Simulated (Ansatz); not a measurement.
# HfSiO₄ at a changed volume: 177Hf nuclear quadrupole resonance

Cell: a structure deposited in the COD, relaxed with PBE at fixed cell and then changed (volume scaled by 1.04, ions relaxed).

```cif
data_HfSiO4
_symmetry_space_group_name_H-M 'I4_1/amd:1'
_symmetry_Int_Tables_number 141
_cell_length_a 6.6590
_cell_length_b 6.6590
_cell_length_c 6.0417
_cell_angle_alpha 90.000
_cell_angle_beta 90.000
_cell_angle_gamma 90.000
loop_
_atom_site_label
_atom_site_type_symbol
_atom_site_symmetry_multiplicity
_atom_site_Wyckoff_symbol
_atom_site_fract_x
_atom_site_fract_y
_atom_site_fract_z
Hf Hf 4 a 0.0000 0.5000 0.2500
Si Si 4 b 0.5000 0.0000 0.2500
O O 16 h 0.5000 0.3160 0.8191
```

One atom of each set is listed; the run and its k-mesh use a cell of 12 atoms with edges of 5.59, 5.59, 5.59 Å.

Method: Kohn–Sham DFT in Ansatz, PBE, plane waves and PAW, scalar-relativistic, 420 eV cutoff, Γ-centred 7×7×7 k-points, Fermi–Dirac smearing 0.02 eV.

177Hf: I = 7/2, Q = 3365 mb (year-2017 value). Static lattice, zero field.

Q: The simulated lines lie at 62.4, 124.8, 187.1 MHz. What are |C_Q|, η and |V_zz| at Hf?

A: For I = 7/2 and η = 0 the lines are |C_Q|/14 times 1, 2 and 3; η shifts the lowest up most. Here |C_Q| = 873 MHz, η = 0.00 and |V_zz| = 10.73 × 10²¹ V/m². The calculation gives V_zz positive; the lines don't show the sign. The site has 8 O at 2.15–2.28 Å.

An axis of threefold or higher order runs through Hf, so V_zz lies along it and η is zero.

Without spin–orbit coupling the gradients at and beside Hf can be off by some per cent, at some sites by more.
